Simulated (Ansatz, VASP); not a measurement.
# One calculation of BAs, two programs

```
B As
1.0
     0.00000    2.35622    2.35622
     2.35622    0.00000    2.35622
     2.35622    2.35622    0.00000
B As
1 1
Cartesian
  0.0000 0.0000 0.0000
  3.5343 3.5343 3.5343
```

Change from the starting cell: volume scaled by 0.96, PAW files.

Alike in both runs: task electric field gradients; functional PBE; k mesh 15 × 15 × 15; occupations fermi-dirac, width 0.03 eV; no spin polarisation.

|  | VASP | Ansatz |
| --- | --- | --- |
| version | VASP 6.6.1 | Ansatz 0.2.0 |
| potentials or method | VASP PAW PBE potentials, release 64 (B, As) | PAW with Ansatz's default frozen-core files, scalar-relativistic |
| plane-wave cutoff (eV) | 520 | 420 |
| valence electrons in the cell | 8 | 18 |

```csv
,VASP,Ansatz,Ansatz less VASP
gap on the k mesh at the Fermi level (eV),1.13,1.14,+0.010
pressure (GPa),9.9,9.1,-0.81
Vzz of the field gradient on the site that differs most (V/Å²),0.0,0.0,0.00
```

The two sets of potentials don't hold the same shells in valence.

Caveats: an odd mesh through Γ misses points on the zone boundary, where band edges often lie.
